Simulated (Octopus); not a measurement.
# SnSe: equation of state with PBEsol

The system is SnSe.

```
Sn Se
1.0
     0.00000    3.01000    3.01000
     3.01000    0.00000    3.01000
     3.01000    3.01000    0.00000
Sn Se
1 1
Direct
  0.00000 0.00000 0.00000
  0.50000 0.50000 0.50000
```

Measurements of this composition are mostly on another form, of space group No. 62.

```json
{"Program": "Octopus 16.4", "Task": "equation of state", "Functional": "PBEsol", "Potentials or basis": "pseudodojo_pbesol (PseudoDojo 0.4, PBEsol)", "k mesh": "8 × 8 × 8", "Occupations": "fermi-dirac, width 0.05 eV", "Spin": "no spin polarisation"}
```

| Quantity | Value |
| --- | --- |
| Equilibrium volume | 26.80 Å³/atom (rough: see the caveat) |
| Bulk modulus | 47 GPa (rough) |

Energy against volume, from the lowest point:
```tsv
volume (Å³/atom)	energy (meV/atom)
25.635	7.90
26.180	2.73
26.725	0.00
27.271	2.65
27.816	5.04
28.362	14.31
28.907	24.08
```

All runs of the series together: 49 min on 1 thread of Arm Neoverse V2 (shared host).

Caveat: the fit is doubtful: noisy points or a state that changes with volume; the number of grid points is fixed, so the spacing changes with the cell, which shifts volumes and moduli.
